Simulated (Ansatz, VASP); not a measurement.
## CoO in VASP and in Ansatz

```
CELL_PARAMETERS angstrom
3.01600 0.00000 0.00000
0.00000 3.01600 0.00000
0.00000 0.00000 4.21450
ATOMIC_POSITIONS crystal
Co 0.00000 0.00000 0.00000
Co 0.50000 0.50000 0.50000
O 0.00000 0.00000 0.50000
O 0.50000 0.50000 0.00000
```

Alike in both runs: task single point; functional PBE; k mesh 6 × 6 × 5; occupations gaussian, width 0.05 eV; collinear spin, ferrimagnetic start.

|  | VASP | Ansatz |
| --- | --- | --- |
| version | VASP 6.6.1 | Ansatz 0.2.0 |
| potentials or method | VASP PAW PBE potentials, release 64 (Co, O) | Ansatz PAW |
| plane-wave cutoff (eV) | 520 | 420 |
| valence electrons in the cell | 30 | 46 |

```tsv
	VASP	Ansatz	Ansatz less VASP
gap on the k mesh at the Fermi level (eV)	none	none	-
pressure (GPa)	-3.2	-2.8	+0.45
largest component of the traceless stress (GPa)	4.21	4.24	+0.032
net moment per atom (μB)	0.00	0.00	-0.001
size of the moment on the site where the two differ most (μB)	2.30	2.22	-0.080
```

Site moments also hang on the region over which each program counts them. A gap of «none» marks a metal or a gap that the smearing closes. The two sets of potentials don't hold the same shells in valence.

Caveats: semilocal functionals often make such compounds metallic where correlation or magnetic order opens a gap, which also shifts bond lengths; the pressure holds a Pulay correction of +0.7 GPa for the finite cutoff (Ansatz). With open d or f shells a metallic result of PBE can be an artefact of self-interaction; +U or a hybrid may open a gap.
